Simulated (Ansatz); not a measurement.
Crystal: Br.

```xyz
1
Lattice="-1.2868 1.7200 3.5780 1.2868 -1.7200 3.5780 1.2868 1.7200 -3.5780" Properties=species:S:1:pos:R:3 pbc="T T T"
Br    0.0000    0.0000    0.0000
```

Base run:

```yaml
Program: Ansatz 0.2.0
Functional: LDA
Potentials_or_basis: Ansatz PAW
Cutoff: "420 eV (not typed: the program's choice for these potentials)"
k_mesh: 13 × 13 × 13
Occupations: gaussian, width 0.02 eV
Spin: no spin polarisation
```

Its results: band gap on the k mesh none (metal or under the smearing width); pressure -2.4 GPa.

Question: The run is repeated on the same cell with these changes: functional from LDA to PBE. What comes out?

Answer: Band gap on the k mesh none (metal or under the smearing width); pressure 1.1 GPa.

PBE binds less tightly than LDA, so the same cell stands under more pressure.

Caveats: an odd number of electrons without spin polarisation forces a metal; a magnetic or distorted state may lie lower; the PAW data sets come from PBE, with cores solved anew for the run's functional, which leaves a small shift of forces and pressure (some runs).
